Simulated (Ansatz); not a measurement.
HfO2:

```
CELL_PARAMETERS angstrom
5.21946 0.00000 0.00000
0.00000 5.00476 0.00000
0.00000 0.00000 5.03269
ATOMIC_POSITIONS crystal
Hf 0.96699 0.73252 0.74144
Hf 0.53301 0.73252 0.24144
Hf 0.46699 0.26748 0.74144
Hf 0.03301 0.26748 0.24144
O 0.63213 0.92865 0.87927
O 0.86787 0.92865 0.37927
O 0.23395 0.53988 0.49229
O 0.26605 0.53988 0.99229
O 0.76605 0.46012 0.99229
O 0.73395 0.46012 0.49229
O 0.13213 0.07135 0.87927
O 0.36787 0.07135 0.37927
```

Measurements of this composition are mostly on another form, of space group No. 14.

- Program: Ansatz 0.2.0
- Task: relaxation of cell and atoms
- Functional: revPBE
- Dispersion: D3(BJ)
- Potentials or basis: Ansatz PAW
- Cutoff: 420 eV (not typed: the program's choice for these potentials)
- k mesh: 5 × 6 × 5
- Occupations: fermi-dirac, width 0.05 eV
- Spin: no spin polarisation

At the start: volume 10.96 Å³/atom.

How do energy, volume and symmetry change on relaxing?

It ends after 8 steps and the volume is 11.23 Å³/atom (+2.5 %); space group Pca2_1 (No. 29, to 0.05 Å).

The path:
```
step  energy change (eV)  largest force (eV/Å)  volume (Å³)
   1              0.0000                0.1353       131.46
   2             -0.0462                0.0251       135.34
   3             -0.0516                0.0224       134.72
   4             -0.0521                0.0122       134.64
   5             -0.0521                0.0050       134.64
   6             -0.0692                0.0053       134.64
   7             -0.0686                0.0073       134.79
   8             -0.0693                0.0074       134.79
```

Final structure:
```
Hf O
1.0
     5.26548    0.00000    0.00000
     0.00000    5.04552    0.00000
     0.00000    0.00000    5.07356
Hf O
4 8
Direct
  0.96712 0.73271 0.74226
  0.53288 0.73271 0.24226
  0.46712 0.26729 0.74226
  0.03288 0.26729 0.24226
  0.63143 0.92817 0.87909
  0.86857 0.92817 0.37909
  0.23357 0.54077 0.49165
  0.26643 0.54077 0.99165
  0.76643 0.45923 0.99165
  0.73357 0.45923 0.49165
  0.13143 0.07183 0.87909
  0.36857 0.07183 0.37909
```

Caveat: the plane-wave basis is chosen anew once the cell has moved, so the energies of steps on either side of that aren't comparable; the pressure holds a Pulay correction of +0.7 GPa for the finite cutoff; the PAW data sets come from PBE, with cores solved anew for the run's functional, which leaves a small shift of forces and pressure.
